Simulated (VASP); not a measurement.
BaTe: single point with PBEsol

The system is BaTe.

```xyz
2
Lattice="-0.0347 3.4714 3.4714 3.4367 0.0000 3.4367 3.4714 3.4714 -0.0347" Properties=species:S:1:pos:R:3 pbc="T T T"
Ba    0.0000    0.0000    0.0000
Te    3.4367    3.4714    3.4367
```

The cell isn't the ideal one: strain -0.0200 x Voigt [0, 0, 0, 0, 1, 0], atoms carried along.

| Item | Value |
| --- | --- |
| Program | VASP 6.6.1 |
| Task | single point |
| Functional | PBEsol |
| Potentials or basis | VASP PAW PBE potentials, release 64 (Ba_sv, Te) |
| Cutoff | 520 eV |
| k mesh | 8 × 8 × 8 |
| Occupations | gaussian, width 0.05 eV |
| Spin | no spin polarisation |

```
Pressure               : 0.4 GPa
Band gap on the k mesh : 1.34 eV, indirect (least direct gap 1.72 eV)
```

Stress tensor (GPa, compression positive):
```
0.37 0.00 0.22
0.00 0.36 0.00
0.22 0.00 0.37
```

Levels at points of the mesh, in eV from the valence-band top:
| k point | band 5 | band 6 | band 7 | band 8 | band 9 | band 10 | band 11 | band 12 |
| --- | --- | --- | --- | --- | --- | --- | --- | --- |
| (0.00, 0.00, 0.00) | -9.67 | -0.07 | -0.03 | 0.00 | 2.74 | 2.75 | 2.88 | 2.89 |
| (0.50, 0.00, 0.00) | -8.84 | -2.39 | -1.23 | -1.17 | 4.09 | 4.65 | 4.84 | 4.90 |
| (0.00, 0.50, 0.00) | -8.84 | -2.38 | -1.29 | -1.23 | 4.06 | 4.71 | 4.84 | 4.98 |
| (0.50, 0.50, 0.00) | -9.45 | -1.20 | -0.42 | -0.42 | 1.34 | 4.42 | 4.60 | 5.63 |
| (0.50, 0.00, 0.50) | -9.45 | -1.20 | -0.46 | -0.38 | 1.34 | 4.42 | 4.61 | 5.64 |

Run time: 73 s on 1 thread of Intel(R) Xeon(R) Platinum 8488C (Sapphire Rapids) (shared host), peak memory 0.31 GiB.

Caveat: the PAW data sets were made with another functional, which shifts forces and pressure a little; spin-orbit coupling is left out, which moves the levels of the heavy elements. A k mesh can miss the band edges.
